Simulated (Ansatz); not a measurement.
# AgCl: an elastic constant from a strain scan

All numbers below come from DFT r2SCAN, scalar-relativistic, plane waves, PAW (Ansatz). Cutoff 500 eV, Γ-centred 8×8×8 k-points, Gaussian smearing of 0.05 eV. No spin polarisation. Energies are free energies at this smearing, counted from the undisturbed cell; pressure is positive in compression.

Zero of the scan (as given, not relaxed at this level; it stands at 0.0 GPa):

```yaml
crystal:
  lattice:
    - [0.00000, 2.77315, 2.77315]
    - [2.77315, 0.00000, 2.77315]
    - [2.77315, 2.77315, 0.00000]
  atoms:
    - { symbol: Ag, position: [0.50000, 0.50000, 0.50000] }
    - { symbol: Cl, position: [0.00000, 0.00000, 0.00000] }
```

The cell is strained by ε times the Voigt pattern (0, 1, 0, 0, 0, 0) (xx, yy, zz, yz, xz, xy; engineering shear) with fractional coordinates fixed. The cell holds 2 atoms in V0 = 42.65 Å³. The stress column is τ = (1/V0) dE/dε, got from the stress tensor σ (compression positive) at each point as −det(1 + εP) σ : P(1 + εP)⁻¹, with P the pattern as a tensor.

```csv
ε,ΔE (meV/atom),τ (GPa)
-0.0400,8.746,-3.635
-0.0300,4.657,-2.533
-0.0200,1.944,-1.564
-0.0100,0.444,-0.712
0.0000,0.000,0.034
0.0100,0.486,0.686
0.0200,1.788,1.254
0.0300,3.795,1.747
0.0350,5.031,1.968
0.0400,?,?
```

Q: Which combination of elastic constants does this scan measure, and how large is it?

A: For small ε, τ = τ0 + Kε with K = pᵀCp, which for this pattern is C11 in the cubic axes. The parabola through τ at ε = -0.0100, 0 and 0.0100 has slope K = 70 GPa at zero. The energies per cell, E = NΔE, of the same two points give K = 2[E(ε₊)/ε₊ − E(ε₋)/ε₋]/[(ε₊ − ε₋)V0] = 70 GPa, in agreement.

Q: Predict the withheld row at ε = 0.0400 from the harmonic law, and compare.

A: ΔE = V0(τ0 ε + Kε²/2)/N = 7.624 meV/atom and τ = 2.83 GPa. The calculation gives 6.410 meV/atom and 2.17 GPa: the energy lies 16 % below the harmonic value, as bonds soften when stretched.